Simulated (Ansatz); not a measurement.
# Ag under changes of volume

One of the cells (18.154 Å³/atom); the others are scaled copies at fixed shape and fractional positions:

```
Ag
1.0
    -1.65565    1.65565    1.65565
     1.65565   -1.65565    1.65565
     1.65565    1.65565   -1.65565
Ag
1
Direct
  0.00000 0.00000 0.00000
```

This isn't the form of Ag at room conditions, which is fcc.

| Item | Value |
| --- | --- |
| Program | Ansatz 0.2.0 |
| Functional | PBE0 |
| Potentials or basis | Ansatz PAW |
| Cutoff | 420 eV (not typed: the program's choice for these potentials) |
| k mesh | 6 × 6 × 6 |
| Occupations | fermi-dirac, width 0.05 eV |
| Spin | no spin polarisation |

| volume (Å³/atom) | energy over the lowest point (meV/atom) | pressure (GPa) |
| --- | --- | --- |
| 17.065 | 11.33 | 4.7 |
| 17.428 | 3.25 | 2.4 |
| 17.791 | 0.00 | 0.5 |
| 18.154 | ? | ? |
| 18.517 | 5.66 | -2.8 |
| 18.880 | 11.69 | -2.9 |
| 19.243 | 19.58 | -4.0 |

Q: What does the run at 18.154 Å³/atom give?

A: Energy over the lowest point 0.99 meV/atom; pressure -1.3 GPa.

Worked out: A Birch-Murnaghan fit of order 3 (a polynomial in V^(-2/3)) to the other rows has its minimum at 17.86 Å³/atom with B0 = V·E''(V) = 84 GPa (rough, since the energies scatter). It gives 1.32 meV/atom at 18.154 Å³/atom, against the run's 0.99, and -dE/dV = -1.2 GPa, against -1.3.

Energies are extrapolated to zero smearing.

Caveats: all runs use coarse meshes; the PAW data sets come from PBE, with cores solved anew for the run's functional, which leaves a small shift of forces and pressure; the thresholds are loose for stress.
